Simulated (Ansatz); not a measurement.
KBr:

```
CELL_PARAMETERS angstrom
0.00000 3.30000 3.30000
3.30000 0.00000 3.30000
3.30000 3.30000 0.00000
ATOMIC_POSITIONS crystal
Br 0.50000 0.50000 0.50000
K 0.00000 0.00000 0.00000
```

```yaml
Program: Ansatz 0.2.0
Task: relaxation of cell and atoms
Functional: revPBE
Potentials_or_basis: Ansatz PAW
Cutoff: "420 eV (not typed: the program's choice for these potentials)"
k_mesh: 7 × 7 × 7
Occupations: fermi-dirac, width 0.05 eV
Spin: no spin polarisation
```

At the start: volume 35.94 Å³/atom.

How do energy, volume and symmetry change on relaxing?

It ends after 5 steps and the volume is 40.94 Å³/atom (+13.9 %); space group Fm-3m (No. 225, to 0.05 Å).

The path:
```csv
step,energy change (eV),largest force (eV/Å),volume (Å³)
1,0.0000,0.0000,71.87
2,-0.0356,0.0000,76.04
3,-0.0507,0.0000,80.68
4,-0.0513,0.0000,81.88
5,-0.0514,0.0000,81.88
```

Final structure:
```
Br K
1.0
     0.00000    3.44653    3.44653
     3.44653    0.00000    3.44653
     3.44653    3.44653    0.00000
Br K
1 1
Direct
  0.50000 0.50000 0.50000
  0.00000 0.00000 0.00000
```

Caveat: the plane-wave basis is chosen anew once the cell has moved, so the energies of steps on either side of that aren't comparable; the PAW data sets come from PBE, with cores solved anew for the run's functional, which leaves a small shift of forces and pressure.
